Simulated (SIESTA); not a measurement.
## PbF2 (Fluorocronite) under changes of volume

One of the cells (17.701 Å³/atom); the others are scaled copies at fixed shape and fractional positions:

```
CELL_PARAMETERS angstrom
0.00000 2.98329 2.98329
2.98329 0.00000 2.98329
2.98329 2.98329 0.00000
ATOMIC_POSITIONS crystal
Pb 0.00000 0.00000 0.00000
F 0.75000 0.75000 0.75000
F 0.25000 0.25000 0.25000
```

```yaml
Program: SIESTA 5.4.2
Functional: PBEsol
Potentials_or_basis: PseudoDojo 0.4 standard (PBEsol files)
Basis: DZP (energy shift 0.003 Ry; two zetas on semicore shells)
Grid_cutoff: 800 Ry
Energy_shift: 0.003 Ry
k_mesh: 8 × 8 × 8
Occupations: fermi-dirac, width 0.05 eV
Spin: no spin polarisation
```

```csv
volume (Å³/atom),energy over the lowest point (meV/atom),pressure (GPa),gap on the mesh (eV)
16.313,10.36,4.4,4.22
16.660,3.17,2.3,4.23
17.007,0.00,0.7,4.24
17.701,3.94,-2.4,4.25
18.048,?,?,?
18.395,19.83,-4.7,4.23
```

Question: What does the run at 18.048 Å³/atom give?

Answer: Energy over the lowest point 10.66 meV/atom; pressure -3.7 GPa; gap on the mesh 4.25 eV.

Worked out: A Birch-Murnaghan fit of order 3 (a polynomial in V^(-2/3)) to the other rows has its minimum at 17.14 Å³/atom with B0 = V·E''(V) = 79 GPa and B' = 3.6. It gives 10.54 meV/atom at 18.048 Å³/atom, against the run's 10.66, and -dE/dV = -3.7 GPa, against -3.7. A parabola through the other rows of the gap, of slope -0.379 eV per unit of ln V there, gives 4.24 eV, against the run's 4.25.

Energies are extrapolated to zero smearing.

Caveats: spin-orbit coupling is left out, which as a rule narrows the gap of such compounds by several tenths of an eV; the basis of atomic orbitals isn't converged, which shifts pressures, moduli and gaps.

A mesh can miss the band edges.
